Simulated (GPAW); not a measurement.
AgCl: energy against volume and a worked fit

```cif
data_structure
_symmetry_space_group_name_H-M 'P 1'
_symmetry_Int_Tables_number 1
_cell_length_a 3.8679
_cell_length_b 3.8679
_cell_length_c 3.8679
_cell_angle_alpha 60.000
_cell_angle_beta 60.000
_cell_angle_gamma 60.000
_cell_volume 40.92
loop_
_atom_site_label
_atom_site_type_symbol
_atom_site_fract_x
_atom_site_fract_y
_atom_site_fract_z
_atom_site_occupancy
Ag1 Ag 0.00000 0.00000 0.00000 1
Cl1 Cl 0.50000 0.50000 0.50000 1
```

The cell was scaled at fixed shape and fractions and run with GPAW, GPAW PAW data sets (gpaw-data 1.2.1), cutoff 600 eV; PBE+D4, k mesh 7 × 7 × 7 on the cell of 2 atoms, fermi-dirac occupations of 0.05 eV, no spin polarisation, no spin-orbit coupling. Energies are those that the program minimises, any entropy of the smearing included.

| V (Å³/atom) | energy over the lowest row (meV/atom) |
| --- | --- |
| 19.2309 | 28.87 |
| 19.6401 | 16.43 |
| 20.0492 | ? |
| 20.4584 | 2.42 |
| 20.8676 | 0.00 |
| 21.2768 | 0.17 |
| 21.6859 | 2.66 |

Task: Fit the third-order Birch-Murnaghan form, give V0, B0 and B′, and predict the energy left open.

Result: With y = (V0/V)^(2/3), E = E0 + (9 V0 B0/16) [(y - 1)³ B′ + (y - 1)² (6 - 4y)]. Least squares through the rows shown give V0 = 21.0398 Å³/atom, E0 = -0.22 meV, B0 = 49.57 GPa (1 eV/Å³ = 160.218 GPa) and B′ = 5.34, with a largest miss of 0.01 meV. At V = 20.0492 the form with these constants gives 7.77 meV; the run gave 7.79 meV an atom. Measured volume: 21.36 Å³/atom at 299.15 K (a printed reference work), so the fit lies -1.5 % from it. The runs are for a static lattice.
